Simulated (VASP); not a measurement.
**LiF in VASP: one cell, several levels of theory**

Aim: gap, levels, forces and stress of LiF in the rocksalt structure, under +4.0 % biaxial strain in the (111) plane, free along [111] at fixed geometry. Runs: PBE, r2SCAN.

Code: VASP 6.6.1. PAW datasets, plane waves. Computed at 0 K without zero-point motion; spin polarisation is off.

### 1 The structure to begin with

The cell comes from an earlier relaxation with r2SCAN in another program, then strained, with the atoms relaxed again.

The symmetry is R-3m (No. 166, trigonal); conventional cell a = 2.934 Å, c = 6.802 Å, 8.45 Å³ an atom. Near Li stand 6 F at 2.04 Å; near F stand 6 Li at 2.04 Å.

As a file:

```
CELL_PARAMETERS angstrom
-0.07415 2.00051 2.00051
2.00051 -0.07415 2.00051
2.00051 2.00051 -0.07415
ATOMIC_POSITIONS crystal
Li 0.00000 0.00000 0.00000
F 0.50000 0.50000 0.50000
```

### 2 PBE at this geometry

File INCAR:

```
ENCUT = 520.000000
SIGMA = 0.020000
EDIFF = 1.00e-07
GGA = PE
PREC = Accurate
IBRION = -1
ISIF = 2
ISMEAR = -1
NBANDS = 12
NELM = 120
NSW = 0
LASPH = .TRUE.
LCHARG = .TRUE.
LELF = .TRUE.
LWAVE = .FALSE.
LREAL = .FALSE.
```

File KPOINTS:

```
KPOINTS created by Atomic Simulation Environment
0
Gamma
10 10 10
0 0 0
```

File KPOINTS_OPT:

```
special points
6
Reciprocal
0.0000000000 0.0000000000 0.0000000000 1
0.5000000000 0.0000000000 0.5000000000 1
0.6250000000 0.2500000000 0.6250000000 1
0.3750000000 0.3750000000 0.7500000000 1
0.5000000000 0.5000000000 0.5000000000 1
0.5000000000 0.2500000000 0.7500000000 1
```

File POSCAR:

```
Li F
 1.0000000000000000
    -0.0741529270000000    2.0005136800000001    2.0005136800000001
     2.0005136800000001   -0.0741529270000000    2.0005136800000001
     2.0005136800000001    2.0005136800000001   -0.0741529270000000
 Li  F
   1   1
Cartesian
  0.0000000000000000  0.0000000000000000  0.0000000000000000
  1.9634372164999998  1.9634372164999996  1.9634372164999996
```

Potentials: the recommended PBE PAW datasets, 10 valence electrons in the neutral cell.

Started as:

```console
$ mpirun -np 1 vasp_std
```

### 3 r2SCAN at this geometry

File INCAR:

```
ENCUT = 520.000000
SIGMA = 0.010000
EDIFF = 1.00e-07
ALGO = Normal
METAGGA = R2SCAN
PREC = Accurate
IBRION = -1
ISIF = 2
ISMEAR = 0
NBANDS = 12
NELM = 120
NSW = 0
LASPH = .TRUE.
LCHARG = .FALSE.
LWAVE = .FALSE.
LREAL = .FALSE.
```

KPOINTS is that of step 2.

KPOINTS_OPT is that of step 2.

POSCAR is that of step 2.

Before running it: what results should come out? Wanted: for each run, gap; pressure.

As calculated:

```
 level  gap (eV)  pressure (GPa)
   PBE      8.60           -0.72
r2SCAN      9.75           -5.19
```

What this shows: The gap runs from 8.60 eV (PBE) to 9.75 eV (r2SCAN). The pressure is highest with PBE (-0.7 GPa) and lowest with r2SCAN (-5.2 GPa), which orders the cells that they would relax to.
